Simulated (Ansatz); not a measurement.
## Mn: relaxation of cell and atoms

Computed with Ansatz 0.2.0, DFT, LDA, PAW with Ansatz's default frozen-core files, scalar-relativistic.

Command: `ansatz run input.yaml --threads 1 --pin off --max-ram 3072MiB --backend cpu --events-out ev --progress --plain --runs-dir out` The run took 32 s on 1 thread of Arm Neoverse V1, on a shared host.

```yaml
crystal:
  lattice:
    - [-1.5405, 1.5405, 1.5405]
    - [1.5405, -1.5405, 1.5405]
    - [1.5405, 1.5405, -1.5405]
  atoms:
    - { symbol: Mn, position: [0.0, 0.0, 0.0], spin: 4.0 }
magnetization:
  spin_polarized: true
kpoints:
  mp_grid: { grid: [15, 15, 15] }
scf:
  occupations: { method: fermi_dirac, width: 0.05 }
hamiltonian:
  xc: lda
  pseudopotentials: { kind: paw }
output:
  forces: true
  stress: true
  efg: { contact_densities: true }
  write_density: true
  write_potential: true
  elf: true
  volumetric_format: npy
relax:
  f_tol: 0.005
  max_steps: 80
  cell: {}
```

The run is spin-polarised from parallel moments and ends with -0.42 μB in the cell; other orders may lie lower.

The geometry is COD entry 9008591, unchecked; take it as a test cell. It was measured hot, at 1413 K.

The cutoff is 420 eV; energies and pressures of the walk include the program's estimate of the Pulay term. The PAW files were made with PBE; their cores are remade for this functional.

Each frame lists the cell vectors (Å), then Cartesian positions (Å); symmetry keeps all forces zero. Free energies count from the first step, -3840.2617 eV.

The walk took 7 evaluations in all; steps that aren't listed are left out.

Step 1: E = 0.0 meV, P = -47.79 GPa

```
cell -1.5405 1.5405 1.5405 1.5405 -1.5405 1.5405 1.5405 1.5405 -1.5405
Mn    0.0000    0.0000    0.0000
```

Step 2: E = -567.8 meV, P = -39.81 GPa

```
cell -1.4654 1.4654 1.4654 1.4654 -1.4654 1.4654 1.4654 1.4654 -1.4654
Mn    0.0000    0.0000    0.0000
```

Step 3: E = -912.9 meV, P = -15.53 GPa

```
cell -1.3903 1.3903 1.3903 1.3903 -1.3903 1.3903 1.3903 1.3903 -1.3903
Mn    0.0000    0.0000    0.0000
```

Step 4:

```
cell -1.3497 1.3497 1.3497 1.3497 -1.3497 1.3497 1.3497 1.3497 -1.3497
Mn    0.0000    0.0000    0.0000
```

Problem. Give the energy, pressure of step 4.

Solution. E = -934.5 meV, P = 10.35 GPa
```
Mn    0.0000    0.0000    0.0000
```

Problem. How does the relaxation end?

Solution. It converges, with a = 2.727 Å, b = 2.727 Å, c = 2.727 Å, α = 90.00°, β = 90.00°, γ = 90.00° (conventional cell, space group Im-3m). The last solve (on a basis chosen afresh for the final cell, so its energy is not quite comparable) gives E = -943.3 meV, P = -0.03 GPa:
```
cell -1.3637 1.3637 1.3637 1.3637 -1.3637 1.3637 1.3637 1.3637 -1.3637
Mn    0.0000    0.0000    0.0000
```
